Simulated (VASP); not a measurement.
The system is SiO2.

```
CELL_PARAMETERS angstrom
4.18650 0.00000 0.00000
0.00000 4.18650 0.00000
0.00000 0.00000 2.66840
ATOMIC_POSITIONS crystal
Si 0.00000 0.00000 0.00000
Si 0.50000 0.50000 0.50000
O 0.30590 0.30590 0.00000
O 0.19410 0.80590 0.50000
O 0.69410 0.69410 0.00000
O 0.80590 0.19410 0.50000
```

- Program: VASP 6.6.1
- Task: relaxation of cell and atoms
- Functional: LDA
- Potentials or basis: VASP PAW LDA potentials, release 64 (Si, O)
- Cutoff: 600 eV
- k mesh: 6 × 6 × 8
- Occupations: gaussian, width 0.02 eV
- Spin: no spin polarisation

At the start: pressure -4.8 GPa; volume 7.79 Å³/atom.

How do energy, volume and symmetry change on relaxing?

Over 7 steps the energy falls by 2.1 meV/atom and the volume is 7.67 Å³/atom (-1.6 %); space group P4_2/mnm (No. 136, to 0.05 Å).

The path:
```
step  energy change (eV)  largest force (eV/Å)  pressure (GPa)  volume (Å³)
   1              0.0000                0.0468           -4.79        46.77
   2              0.0074                0.2887            6.72        45.21
   3             -0.0109                0.0963            0.05        46.08
   4             -0.0125                0.0053            0.02        46.01
   5             -0.0125                0.0141            0.03        46.00
   6             -0.0125                0.0062            0.00        46.00
   7             -0.0125                0.0001            0.01        46.00
```

Final structure:
```xyz
6
Lattice="4.1540 0.0000 0.0000 0.0000 4.1540 0.0000 0.0000 0.0000 2.6660" Properties=species:S:1:pos:R:3 pbc="T T T"
Si    0.0000    0.0000    0.0000
Si    2.0770    2.0770    1.3330
O     1.2686    1.2686    0.0000
O     0.8084    3.3456    1.3330
O     2.8854    2.8854    0.0000
O     3.3456    0.8084    1.3330
```
